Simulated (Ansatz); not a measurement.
Crystal: CrCuO2.

```
CELL_PARAMETERS angstrom
1.48670 0.85835 5.70000
-1.48670 0.85835 5.70000
0.00000 -1.71669 5.70000
ATOMIC_POSITIONS crystal
Cu 0.00000 0.00000 0.00000
Cr 0.50000 0.50000 0.50000
O 0.89208 0.89208 0.89208
O 0.10792 0.10792 0.10792
```

```yaml
Program: Ansatz 0.2.0
Task: relaxation of cell and atoms
Functional: PBEsol
Dispersion: D4
Potentials_or_basis: Ansatz PAW
Cutoff: "420 eV (not typed: the program's choice for these potentials)"
k_mesh: 10 × 10 × 10
Occupations: fermi-dirac, width 0.05 eV
Spin: collinear spin, ferromagnetic start
Starting_moments: "[0.6, 3.0, 0.0, 0.0] μB"
```

At the start: volume 10.91 Å³/atom.

**Question.** How do energy, volume and symmetry change on relaxing?

**Answer.** It ends after 13 steps and the volume is 10.58 Å³/atom (-3.0 %); space group R-3m (No. 166, to 0.05 Å); moment 3.00 μB per cell.

The path:
```tsv
step	energy change (eV)	largest force (eV/Å)	volume (Å³)
1	0.0000	0.0628	43.64
2	-0.0264	0.0139	42.81
3	-0.0322	0.1004	42.21
4	-0.0320	0.0245	42.52
5	-0.0326	0.0087	42.48
6	-0.0338	0.0144	42.28
7	-0.0336	0.0056	42.37
8	-0.0337	0.0046	42.34
9	-0.0338	0.0065	42.33
10	-0.0291	0.0075	42.33
11	-0.0291	0.0011	42.32
12	-0.0292	0.0000	42.31
13	-0.0291	0.0000	42.31
```

Final structure:
```cif
data_structure
_symmetry_space_group_name_H-M 'P 1'
_symmetry_Int_Tables_number 1
_cell_length_a 5.8794
_cell_length_b 5.8794
_cell_length_c 5.8794
_cell_angle_alpha 29.023
_cell_angle_beta 29.023
_cell_angle_gamma 29.023
_cell_volume 42.31
loop_
_atom_site_label
_atom_site_type_symbol
_atom_site_fract_x
_atom_site_fract_y
_atom_site_fract_z
_atom_site_occupancy
Cu1 Cu 0.00000 0.00000 0.00000 1
Cr1 Cr 0.50000 0.50000 0.50000 1
O1 O 0.89207 0.89207 0.89207 1
O2 O 0.10793 0.10793 0.10793 1
```

Caveat: the plane-wave basis is chosen anew once the cell has moved, so the energies of steps on either side of that aren't comparable; the pressure holds a Pulay correction of +0.7 GPa for the finite cutoff; only a ferromagnetic start was run, and an antiferromagnetic order may lie lower in energy; the PAW data sets come from PBE, with cores solved anew for the run's functional, which leaves a small shift of forces and pressure.
